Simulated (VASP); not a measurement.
# Al2O3 (Corundum) (R-3c) in VASP: settings compared, part 2 of 2

VASP 6.6.1. Earlier steps stand in the parts before.

## Step 4: Relaxation of cell and atoms, PBE, target pressure 113 GPa, at which the enthalpy is minimised

This run uses another cell than the first one, of 6.62 Å³/atom, 0.757 times its volume.

The input, INCAR:

```
PREC = Accurate
ENCUT = 600
EDIFF = 1E-7
ISMEAR = 0
SIGMA = 0.03
LREAL = False
LASPH = True
NELM = 80
ALGO = Normal
ISIF = 3
LWAVE = False
LCHARG = False
GGA = PE
IBRION = 2
NSW = 90
EDIFFG = -0.005
PSTRESS = 1130.0
KPAR = 2
```

The input, KPOINTS:

```
regular mesh
0
Gamma
  7 7 7
```

The input, POSCAR:

```
Al2O3                                   
1.0
    2.1982633491      1.2691679363      3.9537733588
   -2.1982633491      1.2691679363      3.9537733588
   -0.0000000000     -2.5383358727      3.9537733588
  Al              O             
     4     6
Direct
     0.3514812046020193    0.3514812046020193    0.3514812046020186
     0.1485187953979807    0.1485187953979807    0.1485187953979815
     0.6485187953979806    0.6485187953979806    0.6485187953979815
     0.8514812046020194    0.8514812046020194    0.8514812046020185
     0.5588423762071473    0.9411576237928527    0.2500000000000000
     0.2499999999999991    0.5588423762071464    0.9411576237928535
     0.9411576237928536    0.2500000000000008    0.5588423762071465
     0.4411576237928527    0.0588423762071474    0.7500000000000000
     0.7500000000000009    0.4411576237928535    0.0588423762071467
     0.0588423762071465    0.7499999999999991    0.4411576237928533
```

Started as:

```bash
cat potpaw_PBE.64/Al/POTCAR potpaw_PBE.64/O/POTCAR > POTCAR
mpirun -np 2 vasp_std > vasp.out
```

Wall time 2.5 min (2 MPI ranks of Intel Xeon Platinum 8488C (Sapphire Rapids), shared host); peak memory 0.27 GiB.

Results (log left out):

| Item | Value |
| --- | --- |
| Free energy | -68.8144 eV |
| Energy change on relaxing (the enthalpy is what falls) | +0.0 meV/atom |
| Ionic steps | 3 |
| Pressure after relaxing | 113.0 GPa |
| Band gap on the k mesh | 9.43 eV, direct |

Step by step:
| step | energy change (eV) | largest force (eV/Å) | pressure (GPa) | volume (Å³) |
| --- | --- | --- | --- | --- |
| 1 | 0.0000 | 0.0074 | 113.00 | 66.19 |
| 2 | 0.0003 | 0.0139 | 113.00 | 66.18 |
| 3 | 0.0001 | 0.0002 | 113.00 | 66.19 |

Final structure:
```
Al O
1.0
     2.19826    1.26917    3.95377
    -2.19826    1.26917    3.95377
     0.00000   -2.53833    3.95377
Al O
4 6
Direct
  0.35149 0.35149 0.35149
  0.14851 0.14851 0.14851
  0.64851 0.64851 0.64851
  0.85149 0.85149 0.85149
  0.55887 0.94113 0.25000
  0.25000 0.55887 0.94113
  0.94113 0.25000 0.55887
  0.44113 0.05887 0.75000
  0.75000 0.44113 0.05887
  0.05887 0.75000 0.44113
```

Levels at points of the mesh, in eV from the valence-band top:
```csv
k point,band 22,band 23,band 24,band 25,band 26,band 27
"(0.00, 0.00, 0.00)",-0.28,-0.28,0.00,9.43,10.88,13.69
```

Caveat: the cell is relaxed towards a set pressure, so the enthalpy falls and the energy may rise; an odd mesh through Γ misses points on the zone boundary, where band edges often lie.

## Step 5: Relaxation of cell and atoms, LDA

This run uses another cell than the first one, of 8.50 Å³/atom, 0.973 times its volume.

The input, INCAR:

```
PREC = Accurate ; ENCUT = 600
EDIFF = 1E-6 ; ISMEAR = 0
SIGMA = 0.03 ; LREAL = False
LASPH = True ; NELM = 80
ALGO = Normal ; ISIF = 3
LWAVE = False ; LCHARG = False
IBRION = 2 ; NSW = 90
EDIFFG = -0.01 ; KPAR = 2
```

The input, KPOINTS:

```
Automatic mesh
0
Gamma
  7 7 7
```

The input, POSCAR:

```
Al2O3
1.0
    2.3802500000      1.3742379782      4.3318666667
   -2.3802500000      1.3742379782      4.3318666667
    0.0000000000     -2.7484759565      4.3318666667
Al O
4 6
Direct
    0.3521600000      0.3521600000      0.3521600000
    0.1478400000      0.1478400000      0.1478400000
    0.6478400000      0.6478400000      0.6478400000
    0.8521600000      0.8521600000      0.8521600000
    0.5566800000      0.9433200000      0.2500000000
    0.2500000000      0.5566800000      0.9433200000
    0.9433200000      0.2500000000      0.5566800000
    0.4433200000      0.0566800000      0.7500000000
    0.7500000000      0.4433200000      0.0566800000
    0.0566800000      0.7500000000      0.4433200000
```

Potentials or basis: VASP PAW LDA potentials, release 64 (Al, O).

Started as:

```bash
cat potpaw_LDA.64/Al/POTCAR potpaw_LDA.64/O/POTCAR > POTCAR
mpirun -np 2 vasp_std > vasp.out
```

Wall time 2.7 min (2 MPI ranks of Intel Xeon Platinum 8559C (Emerald Rapids), shared host); peak memory 0.26 GiB.

The run converged. Its results:

| Property | Result |
| --- | --- |
| Free energy | -83.1332 eV |
| Relaxed volume | 8.33 Å³/atom |
| Relaxed cell | a = 5.093 Å, b = 5.093 Å, c = 5.093 Å, α = 55.36°, β = 55.36°, γ = 55.36° |
| Space group after relaxing (to 0.05 Å) | R-3c (No. 167) |
| Energy gained by relaxing | 2.8 meV/atom |
| Ionic steps | 6 |
| Pressure after relaxing | 0.1 GPa |
| Largest force after relaxing | 0.006 eV/Å |
| Band gap on the k mesh | 6.43 eV, direct |

Forces in eV/Å, atoms in the order of the input:
```
Al   0.000  0.000  0.006
Al   0.000  0.000 -0.006
Al   0.000  0.000 -0.006
Al   0.000  0.000  0.006
O   -0.001  0.000  0.000
O    0.000  0.000  0.000
O    0.000  0.000  0.000
O    0.001  0.000  0.000
O    0.000  0.000  0.000
O    0.000  0.000  0.000
```

Step by step:
```
step  energy change (eV)  largest force (eV/Å)  pressure (GPa)  volume (Å³)
   1              0.0000                0.1259           -4.93        85.02
   2             -0.0035                0.0671            5.04        81.84
   3             -0.0274                0.0312            0.05        83.36
   4             -0.0274                0.0291            0.16        83.32
   5             -0.0276                0.0129            0.07        83.35
   6             -0.0276                0.0064            0.09        83.35
```

Final structure:
```cif
data_structure
_symmetry_space_group_name_H-M 'P 1'
_symmetry_Int_Tables_number 1
_cell_length_a 5.0931
_cell_length_b 5.0931
_cell_length_c 5.0931
_cell_angle_alpha 55.359
_cell_angle_beta 55.359
_cell_angle_gamma 55.359
_cell_volume 83.35
loop_
_atom_site_label
_atom_site_type_symbol
_atom_site_fract_x
_atom_site_fract_y
_atom_site_fract_z
_atom_site_occupancy
Al1 Al 0.35196 0.35196 0.35196 1
Al2 Al 0.14804 0.14804 0.14804 1
Al3 Al 0.64804 0.64804 0.64804 1
Al4 Al 0.85196 0.85196 0.85196 1
O1 O 0.55576 0.94424 0.25000 1
O2 O 0.25000 0.55576 0.94424 1
O3 O 0.94424 0.25000 0.55576 1
O4 O 0.44424 0.05576 0.75000 1
O5 O 0.75000 0.44424 0.05576 1
O6 O 0.05576 0.75000 0.44424 1
```

Levels at points of the mesh, in eV from the valence-band top:
| k point | band 20 | band 21 | band 22 | band 23 | band 24 | band 25 | band 26 | band 27 | band 28 | band 29 |
| --- | --- | --- | --- | --- | --- | --- | --- | --- | --- | --- |
| (0.00, 0.00, 0.00) | -0.52 | -0.52 | -0.04 | -0.04 | 0.00 | 6.43 | 9.08 | 10.78 | 11.54 | 11.54 |

Caveat: an odd mesh through Γ misses points on the zone boundary, where band edges often lie.

## Step 6: The runs side by side

```tsv
level	potentials or basis	cell	target pressure	gap on the mesh (eV)	pressure (GPa)
PBE	VASP PAW PBE potentials, release 64 (Al, O)	relaxed	-	5.88	0.1
PBE	VASP PAW PBE potentials, release 64 (Al, O)	relaxed to 113 GPa	113 GPa	9.43	113.0
LDA	VASP PAW LDA potentials, release 64 (Al, O)	relaxed	-	6.43	0.1
```

Alike in all rows: task relaxation of cell and atoms; no spin polarisation; k mesh 7 × 7 × 7; cutoff (eV) 600; smearing gaussian 0.03 eV.

Caveats: an odd mesh through Γ misses points on the zone boundary, where band edges often lie; the relaxation stopped at its first step, so nothing moved (some runs); the cell is relaxed towards a set pressure, so the enthalpy falls and the energy may rise (some runs).

Total energies depend on the potentials used, so only differences within one code and one set of settings carry meaning.
